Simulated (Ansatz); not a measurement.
## Settings and field gradients in ZnS

Cell: a computed structure from the Materials Project (it need not be an observed phase), taken as it stands.

```
Zn S
1.0
     3.80714    0.00000    0.00000
    -1.90357    3.29708    0.00000
     0.00000    0.00000   56.05799
Zn S
18 18
Direct
  0.00000 0.00000 0.16670
  0.33333 0.66667 0.72223
  0.66667 0.33333 0.27777
  0.00000 0.00000 0.44454
  0.33333 0.66667 0.55557
  0.00000 0.00000 0.66670
  0.33333 0.66667 0.05558
  0.66667 0.33333 0.61113
  0.66667 0.33333 0.11110
  0.33333 0.66667 0.22224
  0.66667 0.33333 0.77778
  0.66667 0.33333 0.94449
  0.33333 0.66667 0.38892
  0.00000 0.00000 0.33334
  0.33333 0.66667 0.83343
  0.00000 0.00000 0.00008
  0.66667 0.33333 0.49999
  0.00000 0.00000 0.88889
  0.66667 0.33333 0.98615
  0.33333 0.66667 0.43059
  0.00000 0.00000 0.04167
  0.66667 0.33333 0.65274
  0.66667 0.33333 0.15273
  0.33333 0.66667 0.09718
  0.33333 0.66667 0.76381
  0.00000 0.00000 0.70832
  0.66667 0.33333 0.81947
  0.00000 0.00000 0.37494
  0.66667 0.33333 0.31940
  0.00000 0.00000 0.93048
  0.00000 0.00000 0.48610
  0.33333 0.66667 0.26385
  0.66667 0.33333 0.54158
  0.00000 0.00000 0.20832
  0.33333 0.66667 0.87500
  0.33333 0.66667 0.59722
```

Atoms are numbered from 1 in the order listed; like atoms form one site, named after its first atom.

Reference run. Method: Kohn–Sham DFT in Ansatz, PBE, plane waves and PAW, scalar-relativistic, 420 eV cutoff, Γ-centred 8×8×1 k-points, Fermi–Dirac smearing 0.02 eV.

It gives V_zz (10²¹ V/m²) S27 0.24 (η 0.00), Zn5 -0.11 (η 0.00), among others. Each of these runs changes the input as listed (caps on SCF iterations aside):

A. kpoints.mp_grid.grid: [8, 8, 1] → [5, 5, 1]; scf.occupations.method: fermi_dirac → cold; scf.occupations.width: 0.02 → 0.001
B. total_charge: not typed → -1

**Question.** Which of these changes matter for the gradients?

**Answer.** 

| run | S27 V_zz (η) | Zn5 V_zz (η) | largest change of a gradient tensor, all atoms | note |
| --- | --- | --- | --- | --- |
| A | 0.37 (0.00) | -0.067 (0.00) | 0.14 | converged; mesh coarser than the reference's |
| B | 0.21 (0.00) | -0.17 (0.00) | 0.07 | converged; cell charge -1 on a uniform background; no gap left; odd number of electrons without spin polarisation |

Run A moves them most, on S27 (V_zz from 0.24 to 0.37).

In run A the shift comes from kpoints.mp_grid.grid: the other keys steer the path to self-consistency or leave the density as it is (the gap is far wider than the smearing).
